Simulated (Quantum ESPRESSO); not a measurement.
Runs of Quantum ESPRESSO 7.5 on CaO. It takes space group Fm-3m (No. 225, cubic). The conventional cell has a = 4.807 Å, b = 4.807 Å, c = 4.807 Å, α = 90.00°, β = 90.00°, γ = 90.00°. Ca (site symmetry m-3m) is surrounded by 6 O at 2.40 Å. O (site symmetry m-3m) is surrounded by 6 Ca at 2.40 Å. The cell is a database's computed one.

```csv
level,potentials or basis,form of the LDA correlation,pressure (GPa)
BLYP,PseudoDojo 0.4.1 SR PBE standard,-,4.3
LDA,PseudoDojo 0.4.1 SR LDA standard,PW92,-7.3
AM05,PseudoDojo 0.4.1 SR PBE standard,-,(a)
PBEsol,PseudoDojo 0.4.1 SR PBEsol standard,-,-3.0
WC,PseudoDojo 0.4.1 SR PBE standard,-,(b)
```

Alike in all rows: task dielectric tensor; no spin polarisation; cell as given; k mesh 8 × 8 × 8, shifted; cutoff (eV) 1143; smearing fermi-dirac 0.05 eV.

Fill in the values left out.

(a) -1.9; (b) -2.8.

Caveats: the potentials were made for another functional, which shifts forces and pressure (some runs); the cell is more than 3 GPa from zero pressure, which shifts response properties (some runs).

Runs at the PBE level aren't shown here.
